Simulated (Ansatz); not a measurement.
Crystal: In.

```
CELL_PARAMETERS angstrom
-1.88253 1.88253 1.88253
1.88253 -1.88253 1.88253
1.88253 1.88253 -1.88253
ATOMIC_POSITIONS crystal
In 0.00000 0.00000 0.00000
```

This isn't the form of In at room conditions, which is tetragonal.

Program: Ansatz 0.2.0. Alike in all runs: potentials or basis Ansatz PAW; cell as given. Hardware: 1 thread of AMD EPYC 7B13 (Zen 3) (shared host).

**Question.** Order these runs on this cell by their wall time, lowest first.
A. task single point; level PBE0; spin SOC, no magnetisation; k mesh 6 × 6 × 6; cutoff (eV) 700; smearing gaussian 0.02 eV; other keys basis.ecutwfc = 700 eV; mesh quality coarse
B. task band structure; level rPW86-PBE; spin non-collinear, ferromagnetic start, SOC; k mesh 10 × 10 × 10; cutoff (eV) 420; smearing gaussian 0.05 eV; points for each segment of the path 14; mesh quality not flagged
C. task density of states; level rPW86-PBE+D4; spin off; k mesh 10 × 10 × 10; cutoff (eV) 420; smearing gaussian 0.01 eV; other keys basis.ecutrho_ratio = 12; mesh quality not flagged

**Answer.** C (2.1 s), B (27 s), A (230 s).

Caveats: some runs use coarse meshes; the starting moments weren't kept (some runs).

Runs at the PBE level aren't shown here.
